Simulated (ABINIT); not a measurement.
Y:

```
Y
1.0
     3.64740    0.00000    0.00000
    -1.82370    3.15874    0.00000
     0.00000    0.00000    5.73060
Y
2
Direct
  0.66667 0.33333 0.75000
  0.33333 0.66667 0.25000
```

```yaml
Program: ABINIT 10.8.3 (patched build)
Task: single point
Functional: PBE
Potentials_or_basis: JTH PAW PBE v2.0
Cutoff: 435 eV
k_mesh: 8 × 8 × 5
Occupations: fermi-dirac, width 0.05 eV
Spin: no spin polarisation
```

On this cell: pressure -0.2 GPa; largest force under 0.003 eV/Å; band gap on the k mesh none (metal or under the smearing width).

The same run follows on a disturbed copy (atoms moved at random, drawn with an rms of 0.05 Å):

```
Y
1.0
     3.64740    0.00000    0.00000
    -1.82370    3.15874    0.00000
     0.00000    0.00000    5.73060
Y
2
Direct
  0.67008 0.32178 0.75123
  0.33051 0.67413 0.25563
```

Problem. What does the disturbed cell give?

Solution. The energy (extrapolated to zero smearing) moves by +2.3 meV/atom; pressure -0.2 GPa; largest force 0.123 eV/Å; band gap on the k mesh none (metal or under the smearing width).

Forces on the atoms (eV/Å):
```
Y   -0.060  0.066  0.084
Y    0.060 -0.066 -0.084
```

Stress tensor (GPa, compression positive):
```
-0.26  0.18 -0.02
 0.18  0.12  0.02
-0.02  0.02 -0.42
```
